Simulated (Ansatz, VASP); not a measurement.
## One calculation of CO2, two programs

```xyz
12
Lattice="6.0375 0.0000 0.0000 0.0000 6.0375 0.0000 0.0000 0.0000 6.0375" Properties=species:S:1:pos:R:3 pbc="T T T"
C     0.0000    0.0000    0.0000
C     3.0187    0.0000    3.0187
C     3.0187    3.0187    0.0000
C     0.0000    3.0187    3.0187
O     0.6753    0.6753    0.6753
O     2.3434    5.3622    3.6940
O     3.6940    2.3434    5.3622
O     5.3622    3.6940    2.3434
O     5.3622    5.3622    5.3622
O     3.6940    0.6753    2.3434
O     2.3434    3.6940    0.6753
O     0.6753    2.3434    3.6940
```

Alike in both runs: functional PBE; k mesh 4 × 4 × 4; occupations gaussian, width 0.02 eV; no spin polarisation.

Ansatz relaxed the structure, and its values are those at the end. VASP's run is a single point on that final structure, the one shown.

|  | VASP | Ansatz |
| --- | --- | --- |
| version | VASP 6.6.1 | Ansatz 0.2.0 |
| potentials or method | VASP PAW PBE potentials, release 64 (C, O) | scalar-relativistic, plane waves, PAW |
| plane-wave cutoff (eV) | 520 | 420 |
| valence electrons in the cell | 64 | 64 |

|  | VASP | Ansatz | Ansatz less VASP |
| --- | --- | --- | --- |
| gap on the k mesh at the Fermi level (eV) | 6.63 | 6.64 | +0.015 |
| least direct gap on the mesh (eV) | 6.63 | 6.64 | +0.015 |
| pressure (GPa) | 1.3 | 0.0 | -1.20 |
| rms of the force components (eV/Å) | 0.301 | 0.004 | -0.2968 |

One of these differences is far larger than is usual between the two programs; its cause wasn't traced.

Caveats: the standard files for N, O and F lose accuracy on very short bonds. A k mesh can miss the band edges. As with any semilocal functional, this PBE gap is likely too small.
